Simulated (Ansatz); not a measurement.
RuS2 (Laurite):

```xyz
12
Lattice="5.6106 0.0000 0.0000 0.0000 5.6106 0.0000 0.0000 0.0000 5.6106" Properties=species:S:1:pos:R:3 pbc="T T T"
Ru    0.0000    2.8053    2.8053
Ru    2.8053    2.8053    0.0000
Ru    2.8053    0.0000    2.8053
Ru    0.0000    0.0000    0.0000
S     2.1787    0.6266    4.9840
S     0.6266    4.9840    2.1787
S     4.9840    2.1787    0.6266
S     3.4319    3.4319    3.4319
S     3.4319    4.9840    0.6266
S     4.9840    0.6266    3.4319
S     0.6266    3.4319    4.9840
S     2.1787    2.1787    2.1787
```

- Program: Ansatz 0.2.0
- Task: relaxation of cell and atoms
- Functional: PBE
- Potentials or basis: Ansatz PAW
- Cutoff: 420 eV (not typed: the program's choice for these potentials)
- k mesh: 5 × 5 × 5
- Occupations: fermi-dirac, width 0.05 eV
- Spin: no spin polarisation

At the start: volume 14.72 Å³/atom.

Where does the relaxation end?

It ends after 5 steps and the volume is 15.02 Å³/atom (+2.1 %); space group Pa-3 (No. 205, to 0.05 Å).

The path:
```csv
step,energy change (eV),largest force (eV/Å),volume (Å³)
1,0.0000,0.2577,176.62
2,-0.0456,0.2011,179.88
3,-0.0552,0.0629,180.28
4,-0.0563,0.0005,180.26
5,-0.0571,0.0005,180.26
```

Final structure:
```yaml
crystal:
  lattice:
    - [5.64893, 0.00000, 0.00000]
    - [0.00000, 5.64893, 0.00000]
    - [0.00000, 0.00000, 5.64893]
  atoms:
    - { symbol: Ru, position: [0.00000, 0.50000, 0.50000] }
    - { symbol: Ru, position: [0.50000, 0.50000, 0.00000] }
    - { symbol: Ru, position: [0.50000, 0.00000, 0.50000] }
    - { symbol: Ru, position: [0.00000, 0.00000, 0.00000] }
    - { symbol: S, position: [0.38666, 0.11334, 0.88666] }
    - { symbol: S, position: [0.11334, 0.88666, 0.38666] }
    - { symbol: S, position: [0.88666, 0.38666, 0.11334] }
    - { symbol: S, position: [0.61334, 0.61334, 0.61334] }
    - { symbol: S, position: [0.61334, 0.88666, 0.11334] }
    - { symbol: S, position: [0.88666, 0.11334, 0.61334] }
    - { symbol: S, position: [0.11334, 0.61334, 0.88666] }
    - { symbol: S, position: [0.38666, 0.38666, 0.38666] }
```

Caveat: the plane-wave basis is chosen anew once the cell has moved, so the energies of steps on either side of that aren't comparable.
